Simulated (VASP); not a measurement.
Write the native input for VASP 6.6.1 that does the following.

```yaml
Task: single point
Functional: PBE
Potentials_or_basis: VASP PAW PBE potentials, release 64 (Zr_sv)
Cutoff: 520 eV
k_mesh: 1 × 1 × 13
Occupations: gaussian, width 0.05 eV
Spin: collinear spin, typed start
Starting_moments: "[1.5, 1.5] μB"
Dipole_correction: no
Further_INCAR_settings: ALGO = Normal; EDIFF = 1e-07; NBANDS = 23
```

The structure of Zr lies in POSCAR:

```
Zr
1.0
   10.3000000000      0.0000000000      0.0000000000
    0.0000000000      9.3000000000      0.0000000000
    0.0000000000      0.0000000000      5.1858509768
Zr
2
Direct
    0.4370649153      0.5000000000      0.0000000000
    0.5629350847      0.5000000000      0.5000000000
```

One way to write it, as run:

INCAR

```
ALGO = Normal
EDIFF = 1E-7
ENCUT = 520
GGA = PE
ISIF = 2
ISMEAR = 0
ISPIN = 2
LASPH = T
LCHARG = F
LMAXMIX = 4
LORBIT = 11
LREAL = F
LWAVE = F
MAGMOM = 1.5 1.5
NBANDS = 23
NELM = 150
PREC = Accurate
SIGMA = 0.05
```

KPOINTS

```
k-points
0
Gamma
  1 1 13
```

Potentials or basis: VASP PAW PBE potentials, release 64 (Zr_sv).

Launch:

```sh
$ cat potpaw_PBE.64/Zr_sv/POTCAR > POTCAR
$ mpirun -np 1 vasp_std > vasp.out
```

Results of the run:

```json
{
 "Largest force": "1.386 eV/Å",
 "Band gap on the k mesh": "none (metal or under the smearing width)",
 "Net moment": "0.94 μB per cell",
 "Site moments": "Zr +0.27 μB",
 "Valence electrons inside the program's atomic spheres": "Zr 9.82"
}
```

It took 3.9 min on 1 thread of Intel(R) Xeon(R) 6975P-C (Granite Rapids) (shared host), peak memory 0.68 GiB.
